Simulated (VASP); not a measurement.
A run of VASP 6.6.1 is set up as follows.

INCAR

```
ALGO     = Normal         # electronic algorithm
EDIFF    = 1E-6           # SCF threshold, eV
EDIFFG   = -0.01          # ionic threshold
ENCUT    = 600            # plane-wave cutoff, eV
GGA      = PS             # functional
IBRION   = 2              # ionic algorithm
ISIF     = 3              # what is computed and relaxed
ISMEAR   = 0              # smearing method
KPAR     = 4            
LASPH    = T              # aspherical terms in the spheres
LCHARG   = F              # write CHGCAR
LREAL    = F              # projectors in reciprocal space
LWAVE    = F              # write WAVECAR
NELM     = 80             # most SCF steps
NSW      = 90             # ionic steps
PREC     = Accurate       # precision mode
SIGMA    = 0.03           # smearing width, eV
```

The input KPOINTS:

```
k-points
0
Gamma
  6 6 6
```

The input POSCAR:

```
AlGaAs2
1.0
    5.6572500000      0.0000000000      0.0000000000
    0.0000000000     -5.6572500000      0.0000000000
    0.0000000000      0.0000000000     -5.6572500000
Al Ga As
2 2 4
Direct
    0.0000000000      0.5000000000      0.5000000000
    0.5000000000      0.0000000000      0.5000000000
    0.5000000000      0.5000000000      0.0000000000
    0.0000000000      0.0000000000      0.0000000000
    0.2500000000      0.2500000000      0.2500000000
    0.7500000000      0.7500000000      0.2500000000
    0.7500000000      0.2500000000      0.7500000000
    0.2500000000      0.7500000000      0.7500000000
```

Potentials or basis: VASP PAW PBE potentials, release 64 (Al, Ga_d, As).

Command:

```bash
$ cat potpaw_PBE.64/Al/POTCAR potpaw_PBE.64/Ga_d/POTCAR potpaw_PBE.64/As/POTCAR > POTCAR
$ mpirun -np 4 vasp_std > vasp.out
```

Task: Estimate the band gap on the k mesh.

Result: 1.00 eV.

Task: What does it give for the space group after relaxing (to 0.05 Å)?

Result: P-4m2 (No. 115).

Final structure:
```yaml
crystal:
  lattice:
    - [5.67385, 0.00000, 0.00000]
    - [0.00000, -5.67385, 0.00000]
    - [0.00000, 0.00000, -5.67267]
  atoms:
    - { symbol: Al, position: [0.00000, 0.50000, 0.50000] }
    - { symbol: Al, position: [0.50000, 0.00000, 0.50000] }
    - { symbol: Ga, position: [0.50000, 0.50000, 0.00000] }
    - { symbol: Ga, position: [0.00000, 0.00000, 0.00000] }
    - { symbol: As, position: [0.25000, 0.25000, 0.25001] }
    - { symbol: As, position: [0.75000, 0.75000, 0.25001] }
    - { symbol: As, position: [0.75000, 0.25000, 0.74999] }
    - { symbol: As, position: [0.25000, 0.75000, 0.74999] }
```

 A hybrid or GW would open this gap; PBEsol tends to underestimate it.
